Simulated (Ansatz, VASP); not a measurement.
Given: the input of a run of Ansatz 0.2.0 on FeO (Wuestite). 

input.yaml

```yaml
crystal:
  lattice:
    - [0.0, 2.1554, 2.1554]
    - [2.1554, 0.0, 2.1554]
    - [2.1554, 2.1554, 0.0]
  atoms:
    - { symbol: Fe, position: [0.0, 0.0, 0.0], spin: 3.0 }
    - { symbol: O, position: [0.5, 0.5, 0.5] }
hamiltonian:
  xc: pbe
  pseudopotentials: { kind: paw }
  dispersion: d3bj
magnetization:
  spin_polarized: true
kpoints:
  mp_grid: { grid: [8, 8, 8] }
scf:
  occupations: { method: fermi_dirac, width: 0.05 }
output:
  forces: true
  stress: true
  eigenvalues: true
relax:
  f_tol: 0.01
  max_steps: 40
  cell: { stress_tol: 0.05 }
```

Potentials or basis: Ansatz PAW.

Command:

```bash
$ ansatz run input.yaml --threads 2 --pin off --max-ram 5632MiB --backend cpu --events-out ev --progress --plain --runs-dir out
```

Problem. Set up the same calculation for VASP 6.6.1. Potentials or basis there: PBE PAW files Fe, O, 600 eV.

Solution. As run (cutoffs and basis follow the program's own potentials, and thresholds, step limits or extra output files can differ):

File INCAR:

```
  ALGO = Fast
  EDIFF = 1E-6
  EDIFFG = -0.005
  ENCUT = 600
  GGA = PE
  IBRION = 2
  ISIF = 3
  ISMEAR = -1
  ISPIN = 2
  IVDW = 12
  LASPH = True
  LCHARG = False
  LMAXMIX = 4
  LORBIT = 11
  LREAL = False
  LWAVE = False
  MAGMOM = 3 0
  NELM = 120
  NSW = 40
  PREC = Accurate
  SIGMA = 0.05
```

KPOINTS

```
k-points
0
Gamma
  8 8 8
```

The input POSCAR:

```
FeO
1.0
    0.0000000000      2.1554000000      2.1554000000
    2.1554000000      0.0000000000      2.1554000000
    2.1554000000      2.1554000000      0.0000000000
Fe O
1 1
Direct
    0.0000000000      0.0000000000      0.0000000000
    0.5000000000      0.5000000000      0.5000000000
```

Potentials or basis: VASP PAW PBE potentials, release 64 (Fe, O).

Run with:

```console
$ cat potpaw_PBE.64/Fe/POTCAR potpaw_PBE.64/O/POTCAR > POTCAR
$ mpirun -np 1 vasp_std > vasp.out
```

Both were run:

|  | Ansatz | VASP |
| --- | --- | --- |
| Relaxed volume | 9.83 Å³/atom | 9.82 Å³/atom |
| Relaxed cell | a = 3.029 Å, b = 3.029 Å, c = 3.029 Å, α = 60.00°, β = 60.00°, γ = 60.00° | a = 3.029 Å, b = 3.029 Å, c = 3.029 Å, α = 60.00°, β = 60.00°, γ = 60.00° |
| Space group after relaxing | Fm-3m (No. 225) | Fm-3m (No. 225) |
| Pressure after relaxing | 0.0 GPa | 0.0 GPa |
| Net moment | 4.00 μB per cell | 4.00 μB per cell |

Ansatz's pressure holds a Pulay term of +0.65 GPa for its cutoff of 420 eV, which the other run lacks.

The potentials hold 22 and 14 valence electrons a cell.

Where Ansatz's input types no cutoff or centring, it takes its own default and a Γ-centred mesh.

The magnetic state is the one that the start led to; the real crystal's order can differ.

Pressure is positive in compression.
